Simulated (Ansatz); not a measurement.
Property card for AlO$_{2}$

All numbers below come from DFT PBEsol, scalar-relativistic, plane waves, PAW in Ansatz.

Cutoff 420 eV; k points 4×12×8 on the computed 12-atom cell (Γ-centred); Gaussian smearing, width 0.10 eV; collinear spin from starting moments 0 0 0 0 0 0 0 0 0.9 0.9 0.9 0.9 μB.

The structure is relaxed at this level of theory with its symmetry kept. Whether it is the stable form of this composition wasn't checked.

It takes space group Pnma (No. 62, orthorhombic). Conventional cell: a = 9.260 Å, b = 2.883 Å, c = 4.789 Å, α = 90.00°, β = 90.00°, γ = 90.00°. Al (site symmetry m) is surrounded by 4 O at 1.80 to 1.89 Å. O (site symmetry m) has 3 Al at 1.80 to 1.81 Å as nearest neighbours. Around O (site symmetry m) lie 3 Al at 1.89 to 2.09 Å and 2 O at 2.16 Å.

| Property | Result |
| --- | --- |
| Volume per atom | 10.65 Å³ |
| Formation energy from the elements' standard states (uncorrected) | -2.186 eV/atom |
| Kohn–Sham band gap | none (metal) |
| Density of states at the Fermi level | 0.03 states/eV per cell (so small that it hangs on the mesh: a semimetal, or crossings between mesh points) |
| Löwdin character within 0.5 eV of the Fermi level | O 2p 97 % |
| Total moment | 4.00 μB per cell |
| Site moments (μB; atoms counted from 1 over the whole cell) | O (atom 5) 0.07, O (atom 6) 0.07, O (atom 7) 0.07, O (atom 8) 0.07, O (atom 9) 0.81, O (atom 10) 0.81, O (atom 11) 0.81, O (atom 12) 0.81 |

Only this magnetic start was tried.

1 further run of this set didn't finish or converge.